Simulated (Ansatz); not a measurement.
Here is an Ansatz 0.2.0 calculation.

Contents of input.yaml:

```yaml
crystal:
  lattice:
    - [-2.574489719, 2.574489719, 1.3974126432]
    - [2.574489719, -2.574489719, 1.3974126432]
    - [2.574489719, 2.574489719, -1.3974126432]
  atoms:
    - { symbol: Ge, position: [0.5, 0.5, 0.0] }
    - { symbol: Ge, position: [0.25, 0.75, 0.5] }
kpoints:
  mp_grid: { grid: [11, 11, 11] }
scf:
  occupations: { method: fermi_dirac, width: 0.05 }
hamiltonian:
  xc: pbe
  pseudopotentials: { kind: all_electron, lapw: { basis_error: 0.001 } }
output:
  forces: true
  stress: true
  eigenvalues: true
  populations: true
```

Potentials or basis: all-electron LAPW, scalar-relativistic.

Command:

```console
$ ansatz run input.yaml --threads 1 --pin off --max-ram 3072MiB --backend cpu --events-out ev --progress --plain --runs-dir out
```

Question: Estimate the pressure.

Answer: 3.2 GPa.

Question: Predict the band gap on the k mesh.

Answer: None (metal or under the smearing width).

Stress tensor (GPa, compression positive):
```
3.29 0.00 0.00
0.00 3.29 0.00
0.00 0.00 3.10
```
